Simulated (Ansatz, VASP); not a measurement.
# Ni: VASP beside Ansatz

```
Ni
1.0
     0.00000    1.76795    1.76795
     1.76795    0.00000    1.76795
     1.76795    1.76795    0.00000
Ni
1
Direct
  0.00000 0.00000 0.00000
```

Alike in both runs: task single point; functional PBEsol; k mesh 22 × 22 × 22; occupations gaussian, width 0.15 eV; collinear spin.

|  | VASP | Ansatz |
| --- | --- | --- |
| version | VASP 6.6.1 | Ansatz 0.2.0 |
| potentials or method | VASP PAW PBE potentials, release 64 (Ni) | scalar-relativistic, plane waves, PAW |
| plane-wave cutoff (eV) | 520 | 420 |
| valence electrons in the cell | 10 | 18 |

|  | VASP | Ansatz | Ansatz less VASP |
| --- | --- | --- | --- |
| gap on the k mesh at the Fermi level (eV) | none | none | - |
| pressure (GPa) | -12.1 | -12.2 | -0.16 |
| net moment per atom (μB) | 0.64 | 0.65 | +0.010 |
| size of the moment on the site where the two differ most (μB) | 0.65 | 0.68 | +0.036 |

Site moments also hang on the region over which each program counts them. A gap of «none» marks a metal or a gap that the smearing closes. The two sets of potentials don't hold the same shells in valence.

Caveats: the PAW data sets were made with another functional, which shifts forces and pressure a little (VASP).
